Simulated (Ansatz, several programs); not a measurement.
CdS built on the rocksalt prototype, relaxed with PBE in Ansatz (plane waves, PAW): it is cubic, Fm-3m (No. 225); a = 5.495 Å in the conventional setting, 20.74 Å³ an atom. Around Cd lie 6 S at 2.75 Å; around S lie 6 Cd at 2.75 Å. The cell was then scaled with its shape and fractional coordinates held. Values at 0 K without nuclear motion; spin polarisation is off, and the phase may be a hypothetical one.

| V (Å³/atom) | E (meV/atom) |
| --- | --- |
| 19.492 | 19.29 |
| 20.114 | 4.62 |
| 20.736 | 0.00 |
| 21.980 | 14.75 |

(1) Pass a cubic E = c₀ + c₁u + c₂u² + c₃u³, with u = V − 20.581 Å³, through these points.

(2) Where is the minimum, and what bulk modulus follows?

(3) Predict the energy and the pressure at the withheld volume, 21.358 Å³.

Results:

(1) c₀ = 0.30, c₁ = -3.660, c₂ = 11.494, c₃ = -1.0666 (meV and Å³).

(2) dE/du = 0 at u = +0.163, so V₀ = 20.74 Å³. B = V₀ d²E/dV² = 20.74 × (2c₂ + 6c₃u) = 20.74 × 21.946 = 455 meV/Å³, and 1 meV/Å³ is 0.16022 GPa: 73 GPa. A third-order Birch-Murnaghan fit to all five points gives 20.75 Å³ and 72 GPa.

(3) With u = +0.777: E ≈ 3.90 meV and P = −dE/dV ≈ -1.97 GPa. The run gives 3.82 meV and, from its stress, -1.95 GPa.
